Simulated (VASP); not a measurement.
Ag:

```
CELL_PARAMETERS angstrom
0.00000 2.04275 2.04275
2.04275 0.00000 2.04275
2.04275 2.04275 0.00000
ATOMIC_POSITIONS crystal
Ag 0.00000 0.00000 0.00000
```

Base run:

- Program: VASP 6.6.1
- Functional: PBEsol
- Potentials or basis: VASP PAW PBE potentials, release 64 (Ag)
- Cutoff: 520 eV
- k mesh: 11 × 11 × 11
- Occupations: fermi-dirac, width 0.05 eV
- Spin: no spin polarisation

Its results: pressure -3.1 GPa.

The run is repeated on the same cell with these changes: functional from PBEsol to BLYP. What comes out?

Pressure 12.1 GPa.

BLYP binds less tightly than PBEsol, so the same cell stands under more pressure.

Caveats: the PAW data sets were made with another functional, which shifts forces and pressure a little.

Not every run made on this cell is shown here.
